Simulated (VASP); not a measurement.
# SiMo3: relaxation of cell and atoms with LDA

Crystal: SiMo3.

```
Si Mo
1.0
     4.84092    0.00000    0.00000
     0.00000    4.84092    0.00000
     0.00000    0.00000    4.84092
Si Mo
2 6
Cartesian
  4.8409 0.0000 0.0000
  2.4205 2.4205 2.4205
  1.2102 4.8409 2.4205
  2.4205 3.6307 4.8409
  3.6307 0.0000 2.4205
  2.4205 1.2102 0.0000
  4.8409 2.4205 3.6307
  4.8409 2.4205 1.2102
```

* Program: VASP 6.6.1
* Task: relaxation of cell and atoms
* Functional: LDA
* Potentials or basis: VASP PAW LDA potentials, release 64 (Si, Mo_sv)
* Cutoff: 600 eV
* k mesh: 8 × 8 × 8
* Occupations: methfessel-paxton, width 0.1 eV
* Spin: no spin polarisation
* Further INCAR settings: ALGO = Normal; EDIFF = 1e-07; IBRION = 2; EDIFFG = -0.005; NSW = 90; ISIF = 3

```json
{
  "Pressure after relaxing": "0.0 GPa",
  "Band gap on the k mesh": "none (metal or under the smearing width)"
}
```

Final structure:
```
CELL_PARAMETERS angstrom
4.84092 0.00000 0.00000
0.00000 4.84092 0.00000
0.00000 0.00000 4.84092
ATOMIC_POSITIONS crystal
Si 0.00000 0.00000 0.00000
Si 0.50000 0.50000 0.50000
Mo 0.25000 0.00000 0.50000
Mo 0.50000 0.75000 0.00000
Mo 0.75000 0.00000 0.50000
Mo 0.50000 0.25000 0.00000
Mo 0.00000 0.50000 0.75000
Mo 0.00000 0.50000 0.25000
```

Levels at points of the mesh, in eV from the Fermi level:
```
           k point  band 44  band 45  band 46  band 47  band 48  band 49
(0.00, 0.00, 0.00)    -1.63     1.28     1.28     1.28     2.15     2.46
(0.50, 0.00, 0.00)    -1.73     0.28     0.28     0.94     0.94     1.55
(0.50, 0.50, 0.00)    -0.88    -0.88    -0.75    -0.74    -0.56    -0.09
(0.50, 0.50, 0.50)    -1.19    -1.19    -1.19    -1.19    -1.19     1.30
```

Run time: 57 s on 2 MPI ranks on Intel(R) Xeon(R) 6975P-C (Granite Rapids) (shared host), peak memory 0.31 GiB a rank.

Caveat: the relaxation stopped at its first step, so nothing moved.
